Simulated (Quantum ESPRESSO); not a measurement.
# Pb (Fm-3m) in Quantum ESPRESSO: a series of runs

The runs below take Pb through single point, equation of state, with PBEsol.

All numbers are computed with Quantum ESPRESSO 7.5; they aren't measurements. Logs are shortened: lines on timing, memory, paths and dates and some standing lists are left out, and cuts for length are marked.

### Step 1. Starting point

The structure is cubic, space group Fm-3m (No. 225). Conventional cell: a = 4.950 Å, b = 4.950 Å, c = 4.950 Å, α = 90.00°, β = 90.00°, γ = 90.00°. Around Pb (site symmetry m-3m) lie 12 Pb at 3.50 Å.

### Step 2. Single point, PBEsol, 28.50 Å³/atom

Input file pw.in:

```
&CONTROL
  calculation = 'scf'
  prefix = 'pwscf'
  outdir = './tmp'
  pseudo_dir = './pseudo'
  tprnfor = .true.
  tstress = .true.
  disk_io = 'nowf'
/
&SYSTEM
  ibrav = 0
  nat = 1
  ntyp = 1
  ecutwfc = 56
  nbnd = 13
  occupations = 'smearing'
  smearing = 'fd'
  degauss = 0.00367493
/
&ELECTRONS
  conv_thr = 2d-10
  electron_maxstep = 120
  mixing_beta = 0.5
/
ATOMIC_SPECIES
Pb   207.2000 Pb.upf
CELL_PARAMETERS angstrom
   0.0000000000    2.4244952108    2.4244952108
   2.4244952108    0.0000000000    2.4244952108
   2.4244952108    2.4244952108    0.0000000000
ATOMIC_POSITIONS crystal
Pb     0.0000000000    0.0000000000    0.0000000000
K_POINTS automatic
9 9 9 0 0 0
```

Potentials or basis: PseudoDojo 0.4.1 SR PBEsol standard.

On the command line:

```bash
$ OMP_NUM_THREADS=1 pw.x -in pw.in > pw.out
```

pw.out:

```text
This program is part of the open-source Quantum ESPRESSO suite
     for quantum simulation of materials; please cite
[... 9 lines left out ...]
     --------------------
     sticks:   dense  smooth     PW     G-vecs:    dense   smooth      PW
     Sum         649     649    199                10969    10969    1917

     Using Slab Decomposition

     bravais-lattice index     =            0
     lattice parameter (alat)  =       6.4794  a.u.
     unit-cell volume          =     192.3493 (a.u.)^3
     number of atoms/cell      =            1
     number of atomic types    =            1
     number of electrons       =        14.00
     number of Kohn-Sham states=           13
     kinetic-energy cutoff     =      56.0000  Ry
     charge density cutoff     =     224.0000  Ry
     scf convergence threshold =      2.0E-10
     mixing beta               =       0.5000
     number of iterations used =            8  plain     mixing
     Exchange-correlation= PBESOL
                           (   1   4  10   8   0   0   0)

     celldm(1)=   6.479406  celldm(2)=   0.000000  celldm(3)=   0.000000
     celldm(4)=   0.000000  celldm(5)=   0.000000  celldm(6)=   0.000000

     crystal axes: (cart. coord. in units of alat)
               a(1) = (   0.000000   0.707107   0.707107 )
               a(2) = (   0.707107   0.000000   0.707107 )
               a(3) = (   0.707107   0.707107   0.000000 )

     reciprocal axes: (cart. coord. in units 2 pi/alat)
               b(1) = ( -0.707107  0.707107  0.707107 )
               b(2) = (  0.707107 -0.707107  0.707107 )
               b(3) = (  0.707107  0.707107 -0.707107 )

     PseudoPot. # 1 for Pb read from file:
     Pb.upf
     Pseudo is Norm-conserving + core correction, Zval = 14.0
     Generated using ONCVPSP code by D. R. Hamann
     Using radial grid of 1678 points,  6 beta functions with:
                l(1) =   0
                l(2) =   0
                l(3) =   1
                l(4) =   1
                l(5) =   2
                l(6) =   2

     atomic species   valence    mass     pseudopotential
     Pb               14.00   207.20000     Pb( 1.00)

     48 Sym. Ops., with inversion, found

   Cartesian axes

     site n.     atom                  positions (alat units)
         1        Pb     tau(   1) = (   0.0000000   0.0000000   0.0000000  )

     number of k points=    35  Fermi-Dirac smearing, width (Ry)=  0.0037
                       cart. coord. in units 2pi/alat
        k(    1) = (   0.0000000   0.0000000   0.0000000), wk =   0.0027435
        k(    2) = (   0.0785674   0.0785674  -0.0785674), wk =   0.0219479
        k(    3) = (   0.1571348   0.1571348  -0.1571348), wk =   0.0219479
        k(    4) = (   0.2357023   0.2357023  -0.2357023), wk =   0.0219479
        k(    5) = (   0.3142697   0.3142697  -0.3142697), wk =   0.0219479
        k(    6) = (   0.1571348   0.0000000  -0.0000000), wk =   0.0164609
[... 27 lines left out ...]
        k(   34) = (  -0.0000000  -0.4714045   0.6285394), wk =   0.0658436
        k(   35) = (  -0.0785674  -0.3928371   0.7071068), wk =   0.0658436

     Dense  grid:    10969 G-vectors     FFT dimensions: (  32,  32,  32)

     Initial potential from superposition of free atoms

     starting charge      13.9981, renormalised to      14.0000
     Starting wfcs are    9 randomized atomic wfcs +    4 random wfcs

     Self-consistent Calculation

     iteration #  1     ecut=    56.00 Ry     beta= 0.50
     Davidson diagonalization with overlap
     ethr =  1.00E-02,  avg # of iterations =  5.0

     Threshold (ethr) on eigenvalues was too large:
     Diagonalizing with lowered threshold

     Davidson diagonalization with overlap
     ethr =  2.05E-05,  avg # of iterations =  7.3

     total energy              =    -140.53920169 Ry
     estimated scf accuracy    <       0.00293772 Ry

     iteration #  2     ecut=    56.00 Ry     beta= 0.50
     Davidson diagonalization with overlap
     ethr =  2.10E-05,  avg # of iterations =  2.0

     total energy              =    -140.53958519 Ry
     estimated scf accuracy    <       0.00017102 Ry

     iteration #  3     ecut=    56.00 Ry     beta= 0.50
     Davidson diagonalization with overlap
     ethr =  1.22E-06,  avg # of iterations =  3.6

     total energy              =    -140.53960373 Ry
     estimated scf accuracy    <       0.00002050 Ry

     iteration #  4     ecut=    56.00 Ry     beta= 0.50
     Davidson diagonalization with overlap
     ethr =  1.46E-07,  avg # of iterations =  1.1

     total energy              =    -140.53960461 Ry
     estimated scf accuracy    <       0.00000016 Ry

     iteration #  5     ecut=    56.00 Ry     beta= 0.50
     Davidson diagonalization with overlap
     ethr =  1.14E-09,  avg # of iterations =  3.6

     total energy              =    -140.53960472 Ry
     estimated scf accuracy    <       0.00000002 Ry

     iteration #  6     ecut=    56.00 Ry     beta= 0.50
     Davidson diagonalization with overlap
     ethr =  1.14E-10,  avg # of iterations =  2.0

     total energy              =    -140.53960472 Ry
     estimated scf accuracy    <          5.1E-09 Ry

     iteration #  7     ecut=    56.00 Ry     beta= 0.50
     Davidson diagonalization with overlap
     ethr =  3.63E-11,  avg # of iterations =  1.0

     total energy              =    -140.53960472 Ry
     estimated scf accuracy    <          2.3E-10 Ry

     iteration #  8     ecut=    56.00 Ry     beta= 0.50
     Davidson diagonalization with overlap
     ethr =  1.62E-12,  avg # of iterations =  1.9

     End of self-consistent calculation

          k = 0.0000 0.0000 0.0000 (  1363 PWs)   bands (ev):

    -4.8633  -4.8633  -4.8633  -4.6927  -4.6927   0.0020  20.1343  20.1343
    20.1343  22.3503  24.2955  25.1605  25.1605

          k = 0.0786 0.0786-0.0786 (  1372 PWs)   bands (ev):

    -4.8649  -4.8435  -4.8435  -4.6931  -4.6931   0.2556  17.6117  19.8239
    19.8239  21.9591  25.1834  25.7260  25.7261

          k = 0.1571 0.1571-0.1571 (  1369 PWs)   bands (ev):

    -4.8743  -4.8200  -4.8200  -4.6666  -4.6666   1.0192  13.9363  19.1776
    19.1776  21.6293  24.6029  25.3458  25.3458

          k = 0.2357 0.2357-0.2357 (  1362 PWs)   bands (ev):

    -4.8927  -4.8317  -4.8317  -4.5961  -4.5961   2.2600  10.6161  18.5680
    18.5680  21.5311  23.2621  24.3532  24.3532

          k = 0.3143 0.3143-0.3143 (  1371 PWs)   bands (ev):

    -4.9083  -4.8481  -4.8481  -4.5402  -4.5402   3.6851   8.1285  18.2088
    18.2088  21.6710  22.3950  23.8508  23.8508

          k = 0.1571 0.0000-0.0000 (  1371 PWs)   bands (ev):

    -4.8870  -4.8225  -4.8225  -4.7180  -4.6755   0.3399  18.4174  18.8378
    18.8378  21.4393  24.1943  26.6756  26.7685

          k = 0.2357 0.0786-0.0786 (  1352 PWs)   bands (ev):

    -4.8990  -4.7940  -4.7861  -4.7267  -4.6470   0.9333  15.2062  17.9480
    18.5267  21.6393  22.8589  26.0770  27.4523

          k = 0.3143 0.1571-0.1571 (  1365 PWs)   bands (ev):

    -4.8998  -4.8146  -4.7870  -4.6722  -4.5837   2.0197  11.8187  17.3964
    17.6604  20.9982  23.9853  26.0077  26.1288

          k = 0.3928 0.2357-0.2357 (  1368 PWs)   bands (ev):

    -4.8995  -4.8391  -4.8063  -4.6040  -4.5344   3.4405   9.0316  16.7568
    17.2943  20.6265  24.1524  25.1897  25.7212

          k =-0.2357-0.3928 0.3928 (  1371 PWs)   bands (ev):

    -4.8910  -4.8499  -4.8167  -4.5634  -4.5421   4.1384   7.9927  16.1337
    17.6895  20.7974  23.6380  24.5782  26.1263

          k =-0.1571-0.3143 0.3143 (  1365 PWs)   bands (ev):

    -4.8767  -4.8412  -4.8086  -4.6079  -4.5709   2.9540   9.8718  15.9494
    18.5390  21.4590  23.3139  24.3636  26.9462

          k =-0.0786-0.2357 0.2357 (  1362 PWs)   bands (ev):

    -4.8709  -4.8196  -4.7916  -4.6934  -4.6158   1.6062  12.8951  16.2616
    19.6158  22.5214  23.2399  24.5804  26.3882

          k =-0.0000-0.1571 0.1571 (  1371 PWs)   bands (ev):

    -4.8710  -4.8166  -4.8166  -4.7152  -4.6640   0.6795  16.0309  17.3599
    20.2723  22.5646  24.3136  25.2838  25.3470

          k = 0.3143 0.0000-0.0000 (  1355 PWs)   bands (ev):

    -4.9470  -4.7909  -4.7163  -4.7163  -4.6319   1.3550  15.5757  16.8436
    16.8436  20.2793  20.7361  29.3152  29.3153

          k = 0.3928 0.0786-0.0786 (  1353 PWs)   bands (ev):

    -4.9606  -4.8287  -4.6917  -4.6636  -4.5785   2.2715  13.0169  15.7898
    16.1514  19.7489  21.2773  28.5654  28.6981

          k = 0.4714 0.1571-0.1571 (  1363 PWs)   bands (ev):

    -4.9448  -4.8285  -4.7087  -4.6442  -4.5279   3.5759  10.3366  14.4160
    15.9859  19.4599  23.7711  27.2500  27.5500

          k =-0.1571-0.4714 0.4714 (  1362 PWs)   bands (ev):

    -4.9214  -4.7942  -4.7269  -4.6455  -4.5379   4.6419   8.7332  13.3725
    16.3901  19.6351  26.1840  26.7120  26.9516

          k =-0.0786-0.3928 0.3928 (  1358 PWs)   bands (ev):

    -4.8866  -4.7935  -4.7323  -4.6282  -4.6087   3.9888   9.7362  12.8909
    17.3264  20.2395  25.6434  26.2213  28.4785

          k =-0.0000-0.3143 0.3143 (  1366 PWs)   bands (ev):

    -4.8465  -4.8350  -4.7260  -4.7021  -4.6041   2.6573  11.8430  13.4866
    18.6136  21.2783  24.8372  25.7294  26.5101

          k = 0.4714 0.0000-0.0000 (  1347 PWs)   bands (ev):

    -5.0146  -4.8856  -4.5898  -4.5898  -4.5819   3.0113  12.3204  15.2848
    15.2848  18.7007  19.4914  31.2404  31.7438

          k = 0.5500 0.0786-0.0786 (  1357 PWs)   bands (ev):

    -5.0151  -4.9068  -4.6005  -4.5624  -4.5220   4.1459  10.6312  13.6595
    14.9589  18.6485  20.5414  30.1937  30.4360

          k =-0.0786-0.5500 0.5500 (  1351 PWs)   bands (ev):

    -4.9788  -4.8574  -4.6225  -4.6010  -4.5252   5.2095   9.5975  11.6852
    15.2313  18.8378  23.3061  29.2224  29.3270

          k =-0.0000-0.4714 0.4714 (  1360 PWs)   bands (ev):

    -4.9345  -4.7453  -4.6879  -4.6564  -4.5785   5.0469  10.2622  10.5230
    16.0711  19.3491  26.6461  28.3308  28.4475

          k = 0.6285 0.0000-0.0000 (  1359 PWs)   bands (ev):

    -5.0584  -4.9526  -4.5491  -4.5036  -4.5036   5.0317   9.3395  14.4489
    14.4489  17.8595  19.1053  31.8427  33.4517

          k =-0.0000-0.6285 0.6285 (  1350 PWs)   bands (ev):

    -5.0366  -4.9402  -4.5610  -4.5199  -4.5018   5.5901   8.8877  13.0171
    14.5438  18.3211  20.3041  31.1160  32.6068

          k = 0.3143 0.1571-0.0000 (  1353 PWs)   bands (ev):

    -4.9079  -4.8009  -4.7402  -4.7208  -4.6081   1.6898  13.7499  15.4231
    18.2358  21.8096  22.1082  25.7291  27.6077

          k = 0.3928 0.2357-0.0786 (  1362 PWs)   bands (ev):

    -4.8902  -4.8295  -4.7460  -4.6603  -4.5702   2.8949  11.1161  14.4606
    17.0754  21.3975  23.7286  25.0378  27.5240

          k =-0.2357-0.3928 0.5500 (  1358 PWs)   bands (ev):

    -4.8728  -4.8532  -4.7426  -4.6309  -4.5446   4.2238   8.8614  14.2856
    16.2124  21.1868  23.6144  27.3289  27.7331

          k = 0.4714 0.1571-0.0000 (  1361 PWs)   bands (ev):

    -4.9628  -4.8602  -4.6825  -4.5924  -4.5586   3.3057  11.6949  13.9593
    15.1786  20.4124  21.2587  27.0966  31.1216

          k =-0.1571-0.4714 0.6285 (  1365 PWs)   bands (ev):

    -4.9277  -4.8462  -4.6987  -4.6051  -4.5321   4.5638  10.0329  12.6659
    14.4587  20.7382  23.5736  25.9555  30.4693

          k =-0.0786-0.3928 0.5500 (  1363 PWs)   bands (ev):

    -4.8977  -4.7931  -4.7102  -4.6611  -4.5404   5.0671   9.4907  11.8097
    14.7588  21.1368  25.0741  26.8805  27.5672

          k =-0.0000-0.3143 0.4714 (  1356 PWs)   bands (ev):

    -4.8635  -4.8286  -4.7303  -4.6173  -4.5965   4.0973  10.6124  12.0220
    15.7479  21.7668  24.5491  25.0071  29.4969

          k =-0.0786-0.5500 0.7071 (  1364 PWs)   bands (ev):

    -4.9992  -4.9166  -4.6021  -4.5527  -4.5040   5.1717   9.5937  13.1771
    13.5077  19.7874  20.8080  28.9660  31.2916

          k =-0.0000-0.4714 0.6285 (  1365 PWs)   bands (ev):

    -4.9450  -4.8598  -4.6501  -4.6141  -4.5056   5.5966   9.7159  11.3134
    13.7598  20.5107  23.3725  27.8538  28.3204

          k =-0.0786-0.3928 0.7071 (  1366 PWs)   bands (ev):

    -4.8597  -4.8423  -4.7444  -4.6315  -4.5048   5.4506  10.2545  11.2408
    12.9678  22.9734  24.0660  25.1387  27.2724

     the Fermi energy is    12.0251 ev

!    total energy              =    -140.53960472 Ry
     estimated scf accuracy    <          6.8E-12 Ry
     smearing contrib. (-TS)   =      -0.00024163 Ry
     internal energy E=F+TS    =    -140.53936309 Ry

     The total energy is F=E-TS. E is the sum of the following terms:
     one-electron contribution =     -26.90283512 Ry
     hartree contribution      =      24.09226580 Ry
     xc contribution           =     -39.65970188 Ry
     ewald contribution        =     -98.06909190 Ry

     convergence has been achieved in   8 iterations

     Forces acting on atoms (cartesian axes, Ry/au):

     atom    1 type  1   force =     0.00000000    0.00000000    0.00000000

     Total force =     0.000000     Total SCF correction =     0.000000

     Computing stress (Cartesian axis) and pressure

          total   stress  (Ry/bohr**3)                   (kbar)     P=       27.71
   0.00018834  -0.00000000  -0.00000000           27.71       -0.00       -0.00
  -0.00000000   0.00018834   0.00000000           -0.00       27.71        0.00
  -0.00000000  -0.00000000   0.00018834           -0.00       -0.00       27.71

=------------------------------------------------------------------------------=
   JOB DONE.
=------------------------------------------------------------------------------=
```

It took 5 s on 1 thread of Arm Neoverse V2, shared host; peak memory 0.05 GiB.

What came out:

| Quantity | Value |
| --- | --- |
| Free energy | -1912.1387 eV |
| Pressure | 2.8 GPa |
| Band gap on the k mesh | none (metal or under the smearing width) |

### Step 3. Single point, PBEsol, 29.11 Å³/atom

Edit pw.in of step 2 so:

```diff
@@ -27,5 +27,5 @@
 CELL_PARAMETERS angstrom
-   0.0000000000    2.4244952108    2.4244952108
-   2.4244952108    0.0000000000    2.4244952108
-   2.4244952108    2.4244952108    0.0000000000
+   0.0000000000    2.4415696833    2.4415696833
+   2.4415696833    0.0000000000    2.4415696833
+   2.4415696833    2.4415696833    0.0000000000
 ATOMIC_POSITIONS crystal
```

Potentials or basis: PseudoDojo 0.4.1 SR PBEsol standard.

On the command line:

```bash
$ OMP_NUM_THREADS=1 pw.x -in pw.in > pw.out
```

It took 5 s on 1 thread of Arm Neoverse V2, shared host; peak memory 0.05 GiB.

The run converged. Its results:

- Free energy: -1912.1468 eV
- Pressure: 1.5 GPa
- Band gap on the k mesh: none (metal or under the smearing width)

### Step 4. Single point, PBEsol, 29.72 Å³/atom

Edit pw.in of step 3 so:

```diff
@@ -27,5 +27,5 @@
 CELL_PARAMETERS angstrom
-   0.0000000000    2.4415696833    2.4415696833
-   2.4415696833    0.0000000000    2.4415696833
-   2.4415696833    2.4415696833    0.0000000000
+   0.0000000000    2.4584086270    2.4584086270
+   2.4584086270    0.0000000000    2.4584086270
+   2.4584086270    2.4584086270    0.0000000000
 ATOMIC_POSITIONS crystal
```

On the command line:

```bash
$ OMP_NUM_THREADS=1 pw.x -in pw.in > pw.out
```

Run time: 5 s. Hardware: 1 thread of Arm Neoverse V2, shared host; peak memory 0.05 GiB.

The run converged. Its results:

```yaml
Free_energy: -1912.1504 eV
Pressure: 0.4 GPa
Band_gap_on_the_k_mesh: none (metal or under the smearing width)
```

### Step 5. Single point, PBEsol, 30.32 Å³/atom

Edit pw.in of step 4 so:

```diff
@@ -27,5 +27,5 @@
 CELL_PARAMETERS angstrom
-   0.0000000000    2.4584086270    2.4584086270
-   2.4584086270    0.0000000000    2.4584086270
-   2.4584086270    2.4584086270    0.0000000000
+   0.0000000000    2.4750200000    2.4750200000
+   2.4750200000    0.0000000000    2.4750200000
+   2.4750200000    2.4750200000    0.0000000000
 ATOMIC_POSITIONS crystal
```

On the command line:

```bash
$ OMP_NUM_THREADS=1 pw.x -in pw.in > pw.out
```

Run time: 5.1 s. Hardware: 1 thread of Arm Neoverse V2, shared host; peak memory 0.05 GiB.

It converged, with:

* Free energy: -1912.1500 eV
* Pressure: -0.6 GPa
* Band gap on the k mesh: none (metal or under the smearing width)

### Step 6. Single point, PBEsol, 30.93 Å³/atom

Edit pw.in of step 5 so:

```diff
@@ -27,5 +27,5 @@
 CELL_PARAMETERS angstrom
-   0.0000000000    2.4750200000    2.4750200000
-   2.4750200000    0.0000000000    2.4750200000
-   2.4750200000    2.4750200000    0.0000000000
+   0.0000000000    2.4914113386    2.4914113386
+   2.4914113386    0.0000000000    2.4914113386
+   2.4914113386    2.4914113386    0.0000000000
 ATOMIC_POSITIONS crystal
```

Potentials or basis: PseudoDojo 0.4.1 SR PBEsol standard.

On the command line:

```bash
$ OMP_NUM_THREADS=1 pw.x -in pw.in > pw.out
```

Wall time 5.1 s (1 thread of Arm Neoverse V2, shared host); peak memory 0.05 GiB.

The run converged. Its results:

```yaml
Free_energy: -1912.1461 eV
Pressure: -1.5 GPa
Band_gap_on_the_k_mesh: none (metal or under the smearing width)
```

### Step 7. Single point, PBEsol, 31.54 Å³/atom

Edit pw.in of step 6 so:

```diff
@@ -27,5 +27,5 @@
 CELL_PARAMETERS angstrom
-   0.0000000000    2.4914113386    2.4914113386
-   2.4914113386    0.0000000000    2.4914113386
-   2.4914113386    2.4914113386    0.0000000000
+   0.0000000000    2.5075897876    2.5075897876
+   2.5075897876    0.0000000000    2.5075897876
+   2.5075897876    2.5075897876    0.0000000000
 ATOMIC_POSITIONS crystal
```

On the command line:

```bash
$ OMP_NUM_THREADS=1 pw.x -in pw.in > pw.out
```

Wall time 5.2 s (1 thread of Arm Neoverse V2, shared host); peak memory 0.05 GiB.

It converged, with:

```
Free energy            : -1912.1391 eV
Pressure               : -2.2 GPa
Band gap on the k mesh : none (metal or under the smearing width)
```

### Step 8. Single point, PBEsol, 32.14 Å³/atom

Edit pw.in of step 7 so:

```diff
@@ -27,5 +27,5 @@
 CELL_PARAMETERS angstrom
-   0.0000000000    2.5075897876    2.5075897876
-   2.5075897876    0.0000000000    2.5075897876
-   2.5075897876    2.5075897876    0.0000000000
+   0.0000000000    2.5235621278    2.5235621278
+   2.5235621278    0.0000000000    2.5235621278
+   2.5235621278    2.5235621278    0.0000000000
 ATOMIC_POSITIONS crystal
```

On the command line:

```bash
$ OMP_NUM_THREADS=1 pw.x -in pw.in > pw.out
```

Wall time 9 s (1 thread of Arm Neoverse V2, shared host); peak memory 0.05 GiB.

The run converged. Its results:

| Property | Result |
| --- | --- |
| Free energy | -1912.1294 eV |
| Pressure | -2.9 GPa |
| Band gap on the k mesh | none (metal or under the smearing width) |

### Step 9. Equation of state, PBEsol

Potentials or basis: PseudoDojo 0.4.1 SR PBEsol standard.

No new run: the results of the series are fitted here.

What came out:

```
Equilibrium volume                      : 29.95 Å³/atom
Bulk modulus                            : 49 GPa
Pressure derivative of the bulk modulus : 5.4
```

Energy against volume, from the lowest point:
| volume (Å³/atom) | energy (meV/atom) |
| --- | --- |
| 28.503 | 11.65 |
| 29.110 | 3.57 |
| 29.716 | 0.00 |
| 30.323 | 0.41 |
| 30.929 | 4.32 |
| 31.535 | 11.29 |
| 32.142 | 20.94 |

Spin-orbit coupling is left out, which matters for the levels of Pb.

### Step 10. How close it comes

Step 9. The cell as given is a measured one (30.32 Å³/atom); PBEsol puts the equilibrium volume -1.2 % from it, thermal expansion not counted.
